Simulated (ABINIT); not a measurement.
Runs of ABINIT 10.8.3 (patched build) on Sn. Symmetry: Fd-3m, No. 227, cubic system. Conventional cell: a = 6.467 Å, b = 6.467 Å, c = 6.467 Å, α = 90.00°, β = 90.00°, γ = 90.00°. Sn (site symmetry -43m) has 4 Sn at 2.80 Å as nearest neighbours. This isn't the form of Sn at room conditions, which is tetragonal (white tin).

| task | level | potentials or basis | k mesh | cutoff (eV) | fine-grid cutoff | mesh quality | gap on the mesh (eV) | pressure (GPa) |
| --- | --- | --- | --- | --- | --- | --- | --- | --- |
| band structure | PBEsol | JTH PAW PBE v2.0 sp | 7 × 7 × 7 | 408 | 816.342 eV | not flagged | none | - |
| single point | PBE | JTH PAW PBE v2.0 | 7 × 7 × 7 | 707 | 1306.15 eV | not flagged | none | 3.5 |
| single point | PBEsol | PseudoDojo NC SR PBEsol v0.4.1 standard | 7 × 7 × 7 | 980 | - | not flagged | none | (a) |
| single point | LDA | JTH PAW LDA v2.0 | 3 × 3 × 3 | 408 | 816.342 eV | coarse | none | - |

Alike in all rows: no spin polarisation; cell as given; smearing fermi-dirac 0.05 eV.

Q: Fill in the values left out.

A: (a) 1.7.

Caveats: some runs use coarse meshes; the PAW data sets were made with another functional, which shifts forces and pressure a little (some runs); this set keeps more shells in the core, which shifts pressures and gaps (some runs).

A k mesh can miss the band edges, and the runs leave out spin-orbit coupling on Sn.

A gap of «none» marks a metal or a gap under the smearing width.

Not every run made on this cell is shown here.
